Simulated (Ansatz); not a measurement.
## In2O3: 17O NMR of the central transition

Cell: a COD entry whose atoms were relaxed with PBE, the cell held.

```cif
data_In2O3
_symmetry_space_group_name_H-M 'Ia-3'
_symmetry_Int_Tables_number 206
_cell_length_a 10.1200
_cell_length_b 10.1200
_cell_length_c 10.1200
_cell_angle_alpha 90.000
_cell_angle_beta 90.000
_cell_angle_gamma 90.000
loop_
_atom_site_label
_atom_site_type_symbol
_atom_site_symmetry_multiplicity
_atom_site_Wyckoff_symbol
_atom_site_fract_x
_atom_site_fract_y
_atom_site_fract_z
In1 In 8 b 0.2500 0.2500 0.2500
In5 In 24 d 0.9662 0.0000 0.2500
O O 48 e 0.1186 0.1089 0.3453
```

One atom of each set is listed; the run and its k-mesh use a cell of 40 atoms with edges of 8.76, 8.76, 8.76 Å.

All values are calculated (Ansatz; DFT, r2SCAN, plane waves and PAW, scalar-relativistic, 500 eV cutoff, Γ-centred 3×3×3 k-points, Fermi–Dirac smearing 0.02 eV), not measured.

17O has I = 5/2 and Q = -25.58 mb (Pyykkö 2018); at 9.4 T its Larmor frequency is ν₀ = 54.3 MHz. Only the quadrupole interaction is simulated: positions count from each site's isotropic chemical shift, and J coupling is left out, as are shift anisotropy and dipolar coupling, which fast spinning averages.

(1) Simulate the second-order pattern (fast magic-angle spinning, Gaussian broadening 0.03 kHz) of site O (4 In at 2.13–2.23 Å).

Results:

(1) The calculation gives C_Q = 1.55 MHz and η = 0.26, so ν_Q = 0.233 MHz and the centre of gravity lies at -5.02 ppm (-0.273 kHz).

(offset (kHz), height): (-0.7009, 0), (-0.6711, 5), (-0.6414, 8), (-0.6117, 9), (-0.5819, 9), (-0.5522, 10), (-0.5225, 10), (-0.4928, 14), (-0.4630, 38), (-0.4333, 54), (-0.4036, 79), (-0.3738, 94), (-0.3441, 73), (-0.3144, 65), (-0.2847, 63), (-0.2549, 64), (-0.2252, 68), (-0.1955, 77), (-0.1657, 100), (-0.1360, 98), (-0.1063, 74), (-0.0766, 60), (-0.0468, 23), (-0.0171, 1)

Without spin–orbit coupling (the program notes it for In) the gradients are little affected as a rule: paired runs on crystals with a gap mostly move them by under 2 % at such atoms. The database positions were far from equilibrium, so the relaxed structure may not be the compound's real one.
